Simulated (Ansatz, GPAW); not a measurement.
This is a calculation of Rh (Rhodium) for GPAW 26.7.0 (ASE script). 

The input run.py:

```python
from ase import Atoms
from ase.dft.bandgap import bandgap
from ase.io import write
from ase.units import GPa
from gpaw import GPAW, PW

atoms = Atoms(['Rh'],
              cell=[[0.0, 1.89785, 1.89785],
                    [1.89785, 0.0, 1.89785],
                    [1.89785, 1.89785, 0.0]],
              scaled_positions=[[0.0, 0.0, 0.0]],
              pbc=True)

calc = GPAW(mode=PW(600),
            xc='PBE',
            kpts={'size': (12, 12, 12), 'gamma': True},
            occupations={'name': 'methfessel-paxton', 'order': 0, 'width': 0.02},
            nbands=16,
            convergence={'density': 1e-05, 'energy': 1e-05},
            maxiter=150,
            txt='gpaw.txt')
atoms.calc = calc
energy = atoms.get_potential_energy()
forces = atoms.get_forces()
stress = atoms.get_stress()
calc.write('gs.gpw')
write('result.traj', atoms)
print(f'Energy: {energy:.6f} eV')
print('Forces (eV/A):')
print(forces.round(4))
print('Stress (GPa):', (stress / GPa).round(3))
print('Fermi level:', round(calc.get_fermi_level(), 4), 'eV')
print(f'Gap: {bandgap(calc)[0]:.4f} eV, direct: {bandgap(calc, direct=True)[0]:.4f} eV')
```

Potentials or basis: GPAW PAW data sets (gpaw-data 1.2.1), pw.

Run with:

```console
$ OMP_NUM_THREADS=1 python run.py
```

Question: Translate it to Ansatz 0.2.0. Potentials or basis there: all-electron LAPW, scalar-relativistic.

Answer: As run (cutoffs and basis follow the program's own potentials, and thresholds, step limits or extra output files can differ):

The input input.yaml:

```yaml
crystal:
  lattice:
    - [0.0, 1.89785, 1.89785]
    - [1.89785, 0.0, 1.89785]
    - [1.89785, 1.89785, 0.0]
  atoms:
    - { symbol: Rh, position: [0.0, 0.0, 0.0] }
kpoints:
  mp_grid: { grid: [12, 12, 12] }
scf:
  occupations: { method: gaussian, width: 0.02 }
hamiltonian:
  xc: pbe
  pseudopotentials: { kind: all_electron, lapw: { basis_error: 0.001 } }
output:
  forces: true
  stress: true
  eigenvalues: true
```

Potentials or basis: all-electron LAPW, scalar-relativistic.

Command:

```console
$ ansatz run input.yaml --threads 1 --pin off --max-ram 3072MiB --backend cpu --events-out ev --progress --plain --runs-dir out
```

Both were run:

|  | GPAW | Ansatz |
| --- | --- | --- |
| Pressure | 9.2 GPa | 7.2 GPa |

Where Ansatz's input types no cutoff or centring, it takes its own default and a Γ-centred mesh.

The two runs disagree by more than potentials and bases usually give (in gap, levels, pressure or energy); the cause wasn't traced.

Pressure is positive in compression.
